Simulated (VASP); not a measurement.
Output of a VASP run:

**OUTCAR**
```
 ion  position               nearest neighbor table
   1  0.000  0.000  0.000-   3 2.19   3 2.19   3 2.19   2 2.19   3 2.19   2 2.19   2 2.19   2 2.19
  LATTYP: Found a face centered cubic cell.
 ALAT       =     5.0674504174
 Subroutine PRICEL returns:
 Original cell was already a primitive cell.
 Subroutine GETGRP returns: Found 48 space group operations
The static configuration has the point symmetry O_h .
The dynamic configuration has the point symmetry O_h .
 Subroutine INISYM returns: Found 48 space group operations
 Subroutine IBZKPT returns following result:
 Found     29 irreducible k-points:

 Following reciprocal coordinates:
            Coordinates               Weight
  0.000000  0.000000  0.000000      1.000000
  0.125000  0.000000  0.000000      8.000000
  0.250000  0.000000  0.000000      8.000000
  0.375000  0.000000  0.000000      8.000000
  0.500000  0.000000  0.000000      4.000000
  0.125000  0.125000  0.000000      6.000000
  0.250000  0.125000  0.000000     24.000000
  0.375000  0.125000  0.000000     24.000000
  0.500000  0.125000  0.000000     24.000000
 -0.375000  0.125000  0.000000     24.000000
 -0.250000  0.125000  0.000000     24.000000
 -0.125000  0.125000  0.000000     12.000000
  0.250000  0.250000  0.000000      6.000000
  0.375000  0.250000  0.000000     24.000000
  0.500000  0.250000  0.000000     24.000000
 -0.375000  0.250000  0.000000     24.000000
 -0.250000  0.250000  0.000000     12.000000
  0.375000  0.375000  0.000000      6.000000
  0.500000  0.375000  0.000000     24.000000
 -0.375000  0.375000  0.000000     12.000000
  0.500000  0.500000  0.000000      3.000000
  0.375000  0.250000  0.125000     24.000000
  0.500000  0.250000  0.125000     48.000000
 -0.375000  0.250000  0.125000     24.000000
  0.500000  0.375000  0.125000     24.000000
 -0.375000  0.375000  0.125000     48.000000
 -0.250000  0.375000  0.125000     24.000000
 -0.375000  0.500000  0.125000     12.000000
 -0.250000  0.500000  0.250000      6.000000
   k-points           NKPTS =     29   k-points in BZ     NKDIM =     29   number of bands    NBANDS=     16
   number of dos      NEDOS =    601   number of ions     NIONS =      3
   total plane-waves  NPLWV =  21952
   dimension x,y,z NGX =    28 NGY =   28 NGZ =   28
   dimension x,y,z NGXF=    56 NGYF=   56 NGZF=   56
   ions per type =               1   2
   PREC   = accura    normal or accurate (medium, high low for compatibility)
   ISTART =      0    job   : 0-new  1-cont  2-samecut
   ICHARG =      2    charge: 1-file 2-atom 10-const
   ISPIN  =      1    spin polarized calculation?
   LNONCOLLINEAR =      F non collinear calculations
   LSORBIT =      F    spin-orbit coupling
   INIWAV =      1    electr: 0-lowe 1-rand  2-diag
   ENCUT  =  520.0 eV  38.22 Ry    6.18 a.u.   6.66  6.66  6.66*2*pi/ulx,y,z
   NELM   =    100;   NELMIN=  2; NELMDL= -5     # of ELM steps
   EDIFF  = 0.1E-06   stopping-criterion for ELM
   LREAL  =      F    real-space projection
   NLSPLINE    = F    spline interpolate recip. space projectors
   LMAXMIX     =    4 max onsite mixed and CHGCAR
   VOSKOWN=      0    Vosko Wilk Nusair interpolation
   EDIFFG = 0.1E-05   stopping-criterion for IOM
   NSW    =      0    number of steps for IOM
   NBLOCK =      1;   KBLOCK =      1    inner block; outer block
   IBRION =     -1    ionic relax: 0-MD 1-quasi-New 2-CG
   NFREE  =      0    steps in history (QN), initial steepest desc. (CG)
   ISIF   =      2    stress and relaxation
   ISYM   =      2    0-nonsym 1-usesym 2-fastsym
   TEIN   =    0.0    initial temperature
   TEBEG  =    0.0;   TEEND  =   0.0 temperature during run
   SMASS  =  -3.00    Nose mass-parameter (am)
   PSTRESS=    0.0 pullay stress
   NELECT =      24.0000    total number of electrons
   EFERMI =   0.00;   METHOD = LEGACY
   ISMEAR =    -5;   SIGMA  =   0.20  broadening in eV -4-tet -1-fermi 0-gaus
   IALGO  =     38    algorithm
   LDIAG  =      T    sub-space diagonalisation (order eigenvalues)
...
```

### OSZICAR
```
       N       E                     dE             d eps       ncg     rms          rms(c)
DAV:   1     0.194720156976E+03    0.19472E+03   -0.14624E+04   928   0.154E+03
DAV:   2    -0.276877403096E+02   -0.22241E+03   -0.21957E+03  1232   0.389E+02
DAV:   3    -0.355893382005E+02   -0.79016E+01   -0.78960E+01  1424   0.748E+01
DAV:   4    -0.357507161107E+02   -0.16138E+00   -0.16135E+00  1232   0.836E+00
DAV:   5    -0.357543048349E+02   -0.35887E-02   -0.35887E-02  1288   0.875E-01    0.259E+01
DAV:   6    -0.300468474997E+02    0.57075E+01   -0.32616E+01  1016   0.447E+01    0.109E+01
DAV:   7    -0.299675137481E+02    0.79334E-01   -0.13072E+00  1296   0.940E+00    0.664E+00
DAV:   8    -0.299242760359E+02    0.43238E-01   -0.16191E-01  1232   0.422E+00    0.437E-01
DAV:   9    -0.299241500225E+02    0.12601E-03   -0.15505E-02  1208   0.892E-01    0.311E-01
DAV:  10    -0.299246507055E+02   -0.50068E-03   -0.47325E-03  1024   0.689E-01    0.142E-01
DAV:  11    -0.299246406988E+02    0.10007E-04   -0.14971E-03  1144   0.328E-01    0.127E-01
DAV:  12    -0.299245885990E+02    0.52100E-04   -0.27559E-04  1120   0.132E-01    0.480E-03
DAV:  13    -0.299245894550E+02   -0.85593E-06   -0.90252E-06  1120   0.240E-02    0.380E-03
DAV:  14    -0.299245894719E+02   -0.16877E-07   -0.18437E-06  1152   0.889E-03    0.572E-03
DAV:  15    -0.299245893220E+02    0.14982E-06   -0.17942E-07   816   0.422E-03    0.731E-04
DAV:  16    -0.299245893101E+02    0.11956E-07   -0.17717E-08   640   0.117E-03
   1 F= -.29924589E+02 E0= -.29924589E+02  d E =0.000000E+00
```

File OUTCAR:
```
------------------------ aborting loop because EDIFF is reached ----------------------------------------
  FORCE on cell =-STRESS in cart. coord.  units (eV):
  Direction    XX          YY          ZZ          XY          YZ          ZX
  --------------------------------------------------------------------------------------
  Total       -0.0101481     -0.0101481     -0.0101481      0.0000000     -0.0000000      0.0000000
  in kB       -0.4997883     -0.4997883     -0.4997883      0.0000000     -0.0000000      0.0000000
  external PRESSURE =      -0.4997883 kB  Pullay stress =       0.0000000 kB
  volume of cell :       32.53
      direct lattice vectors                 reciprocal lattice vectors
     0.000000000  2.533725209  2.533725209    -0.197337895  0.197337895  0.197337895
     2.533725209  0.000000000  2.533725209     0.197337895 -0.197337895  0.197337895
     2.533725209  2.533725209  0.000000000     0.197337895  0.197337895 -0.197337895
 POSITION                                       TOTAL-FORCE (eV/Angst)
 -----------------------------------------------------------------------------------
      0.00000      0.00000      0.00000         0.000000     -0.000000      0.000000
      1.26686      1.26686      1.26686        -0.000000     -0.000000     -0.000000
      3.80059      3.80059      3.80059         0.000000      0.000000      0.000000
 -----------------------------------------------------------------------------------
    total drift:                                0.000000      0.000000      0.000000
  FREE ENERGIE OF THE ION-ELECTRON SYSTEM (eV)
  ---------------------------------------------------
  free  energy   TOTEN  =       -29.9245893101 eV

  energy  without entropy=      -29.9245893101  energy(sigma->0) =      -29.92458931

 total charge

# of ion       s       p       d       tot
------------------------------------------
    1        2.174   6.053   1.337   9.564
    2        1.560   3.525   0.000   5.085
    3        1.560   3.525   0.000   5.085
--------------------------------------------------
tot          5.293  13.104   1.337  19.733
```
(Selected blocks of OUTCAR.)

POSCAR:
```
ZrO2
1
    0.0000000000     2.5337252087     2.5337252087
    2.5337252087     0.0000000000     2.5337252087
    2.5337252087     2.5337252087     0.0000000000
Zr O
1 2
Direct
  0.0000000000   0.0000000000   0.0000000000
  0.2500000000   0.2500000000   0.2500000000
  0.7500000000   0.7500000000   0.7500000000
```

Q: Write an INCAR and KPOINTS that could have produced this output.

A: Several could match; the one computed here: the input of the run itself, PBEsol GGA, plane waves, VASP's PBE PAW potentials (set 64).

INCAR:
```
SYSTEM = ZrO2
PREC = Accurate
ENCUT = 520
EDIFF = 1E-7
NELM = 100
ALGO = Normal
LREAL = .FALSE.
LASPH = .TRUE.
ISMEAR = -5
GGA = PS
LMAXMIX = 4
LWAVE = .FALSE.
LCHARG = .TRUE.
LORBIT = 11
NEDOS = 601
ISIF = 2
```

### KPOINTS
```
Automatic mesh
0
Gamma
8 8 8
0 0 0
```

POTCAR, in this order: Zr_sv O (PBE.64 set). Program: vasp_std.

The structure comes from a computed database's ZrO2 entry (Fm-3m); how it stands against other phases isn't given here. It was relaxed first.
